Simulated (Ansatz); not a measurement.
MgO

Computed with Ansatz (plane waves, PAW, 420 eV cutoff): PBEsol, scalar-relativistic, no spin polarisation, 14×14×14 k-mesh. The datasets are Ansatz's generated set soft_2.

```
Mg O
1.0
     0.00000    2.10709    2.10709
     2.10709    0.00000    2.10709
     2.10709    2.10709    0.00000
Mg O
1 1
Direct
  0.00000 0.00000 0.00000
  0.50000 0.50000 0.50000
```

The chain of runs began from a measured cell (COD), expanded in volume. Of that entry: the cell was measured well above room temperature.

Problem. What is the high-frequency dielectric tensor ε∞ (density-functional perturbation theory, local fields included)?

Solution. 3.25 (isotropic)

Problem. What is the static dielectric tensor, the lattice's part included?

Solution. 10.36 (isotropic)

Problem. Give the Born effective charges (a third of the trace, site by site).

Solution. Mg 1.98; O -1.98 e.

Problem. List the optical modes at the zone centre without the LO–TO term, with degeneracy and infrared intensity.

Solution. 
```tsv
ω (cm⁻¹)	degeneracy	IR intensity ((D/Å)²/u)
388	3	28.13
```

Problem. Where do the optical modes lie for q → 0 along (0.00, 0.00, 1.00), with the long-range field?

Solution. 388 (×2), 692 cm⁻¹.

Problem. Where do the optical modes lie for q → 0 along (0.00, 1.00, 0.00), with the long-range field?

Solution. 388 (×2), 692 cm⁻¹.

Problem. Sketch the imaginary part of the dielectric function for independent particles (no excitons, no local fields), averaged over directions.

Solution. On a grid of 0.25 eV up to 12 eV it peaks at 10.75 eV with ε2 = 6.0; the gap on the mesh is 4.62 eV, and the smallest direct one, where absorption can begin, 4.62 eV.
ħω (eV), ε2 and a bar:
```
     0.00       0.00 
     0.50       0.00 
     1.00       0.00 
     1.50       0.00 
     2.00       0.00 
     2.50       0.00 
     3.00       0.00 
     3.50       0.00 
     4.00       0.00 
     4.50       0.01 
     5.00       0.59 ###
     5.50       0.84 ####
     6.00       1.00 #####
     6.50       1.14 ######
     7.00       1.30 #######
     7.50       1.53 ########
     8.00       1.99 ##########
     8.50       3.84 ###################
     9.00       3.40 #################
     9.50       3.02 ###############
    10.00       2.81 ##############
    10.50       4.16 #####################
    11.00       5.95 ##############################
    11.50       3.96 ####################
    12.00       3.21 ################
```

An ε∞ of 3.25 means a refractive index of √ε∞ = 1.80 below the gap, far above the lattice modes.

With one infrared-active mode the Lyddane–Sachs–Teller relation ties the modes to the static constant, ε0 = 10.36, which is built from the same mode and Born charges: ω_LO = ω_TO √(ε0/ε∞) = 387.5 × √(10.36/3.25) = 692 cm⁻¹, and the run has a mode at 692 cm⁻¹.

The mean Born charge of Mg is 1.98 against a formal +2. The two nearly agree, as for rigid ions.

Semilocal functionals make the gap too small and so ε∞ somewhat too large.

The lattice supplies most of the static dielectric response, raising the constant from 3.25 to 10.36. Mg–O bonding is strongly ionic: the filled valence states are mainly O 2p, while the empty Mg 3s and 3p states lie well above them. Displacing the ions therefore transfers little extra charge, and the Born charges stay near the formal values, unlike in ferroelectric oxides, where p–d hybridisation strongly enhances them. These are dynamical charges, however, and do not by themselves measure the static charge on each ion.

Even without such enhancement, the polar mode splits widely, from 388 to 692 cm⁻¹, because substantial ionic charges move against each other in a dense lattice of light atoms with only modest electronic screening. The slow rise of absorption above the gap fits the dispersive, s-like conduction-band minimum, which offers few final states; the stronger peaks higher up probably come from flatter, more nearly parallel bands. Since the ionic response varies inversely with the square of the transverse frequency, the static constant should be more sensitive to cell volume than the electronic one.
